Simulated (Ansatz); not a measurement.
The system is TiB2.

```
CELL_PARAMETERS angstrom
3.02920 0.00000 0.00000
-1.51460 2.62336 0.00000
0.00000 0.00000 3.22840
ATOMIC_POSITIONS crystal
Ti 0.00000 0.00000 0.00000
B 0.66667 0.33333 0.50000
B 0.33333 0.66667 0.50000
```

Program: Ansatz 0.2.0. Alike in all runs: potentials or basis Ansatz PAW; no spin polarisation; cell as given; k mesh 10 × 10 × 8; smearing fermi-dirac 0.05 eV.

**Question.** Order these runs on this cell by their pressure, lowest first.
A. level PBEsol; cutoff (eV) 420
B. level PBE; cutoff (eV) 800
C. level BLYP; cutoff (eV) 420; points for each segment of the path 14
D. level LDA; cutoff (eV) 420; points for each segment of the path 14

**Answer.** D (-11.2 GPa), A (-5.1 GPa), B (0.3 GPa), C (6.6 GPa).

Caveats: the PAW data sets come from PBE, with cores solved anew for the run's functional, which leaves a small shift of forces and pressure (some runs); the potentials were made for another functional, which shifts forces and pressure (some runs).

Not every run made on this cell is shown here.
